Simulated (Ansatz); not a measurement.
CdSe built on the 4H polytype prototype was relaxed with 4 functionals in Ansatz 0.2.0, cell and atoms free, the symmetry of the start kept (meshes: PBE 6×6×2, r2SCAN 6×6×2, PBEsol 6×6×2, LDA 6×6×2). Values at 0 K without nuclear motion; spin polarisation is off, and the phase may be a hypothetical one.

The PBEsol result:
Space group P6_3mc (No. 186). a = 4.302 Å, b = 4.302 Å, c = 14.040 Å, α = 90.00°, β = 90.00°, γ = 120.00°
```json
{"atom": "Cd", "site": "2a", "symmetry": "3m.", "x": "0.0000", "y": "0.0000", "z": "0.9998"}
{"atom": "Cd", "site": "2b", "symmetry": "3m.", "x": "0.3333", "y": "0.6667", "z": "0.2500"}
{"atom": "Se", "site": "2a", "symmetry": "3m.", "x": "0.0000", "y": "0.0000", "z": "0.1875"}
{"atom": "Se", "site": "2b", "symmetry": "3m.", "x": "0.3333", "y": "0.6667", "z": "0.4377"}
```

Space group P6_3mc (No. 186), hexagonal; a = 4.302 Å, c = 14.040 Å in the conventional setting, 28.13 Å³ an atom. Cd is surrounded by 4 Se at 2.63 Å; Cd is surrounded by 4 Se at 2.63–2.64 Å; Se is surrounded by 4 Cd at 2.63 Å; Se is surrounded by 4 Cd at 2.63–2.64 Å.

Problem. Order the functionals by the relaxed volume, smallest first.
A. PBEsol
B. LDA
C. r2SCAN
D. PBE

Solution. B (27.12 Å³/atom), A (28.13 Å³/atom), C (28.86 Å³/atom), D (29.75 Å³/atom).

Problem. How does the cell change with PBE?

Solution. a = 4.383 Å, c = 14.305 Å; the volume differs by +5.7 % from PBEsol's. Around Cd lie 4 Se at 2.68 Å; around Cd lie 4 Se at 2.68–2.69 Å; around Se lie 4 Cd at 2.68 Å (further sites aren't listed).

Problem. What lattice does r2SCAN give?

Solution. a = 4.339 Å, c = 14.159 Å; the volume differs by +2.6 % from PBEsol's. Cd has 4 Se at 2.65–2.66 Å; Cd has 4 Se at 2.66 Å; Se has 4 Cd at 2.66 Å (further sites aren't listed).

Problem. Held at the r2SCAN cell, what mean stress do LDA and PBE find, and does its sign point to their own minimum?

Solution. Yes. LDA -3.13 GPa, and its relaxed volume is -6.0 % from r2SCAN's; PBE +1.44 GPa, and its relaxed volume is +3.1 % from r2SCAN's. Compression counts positive, so a positive stress asks for a larger cell.
